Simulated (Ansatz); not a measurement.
**diamond against fcc along group 14**

Level of theory: DFT, r2SCAN, plane waves (500 eV) with PAW, scalar-relativistic (Ansatz). The PAW files were generated under PBE, with cores re-solved for the functional.

Each structure is relaxed within its symmetry, in the lowest magnetic state of the tried starts. Differences under about 8 meV lie within the error of the k-point mesh.

```csv
element,E(diamond) − E(fcc) (meV/atom),V(diamond) (Å³/atom),V(fcc) (Å³/atom),state of diamond,state of fcc
C,-4716,5.64,7.42,spin not included,spin not included
Si,-732,20.18,13.73,spin not included,spin not included
Ge,-582,22.81,18.95,spin not included,spin not included
Pb,?,?,?,?,?
```

Task: Fill in the row of Pb.

Result: E(diamond) − E(fcc) (meV/atom): 176; V(diamond) (Å³/atom): 42.02; V(fcc) (Å³/atom): 31.05; state of diamond: spin not included; state of fcc: spin not included.
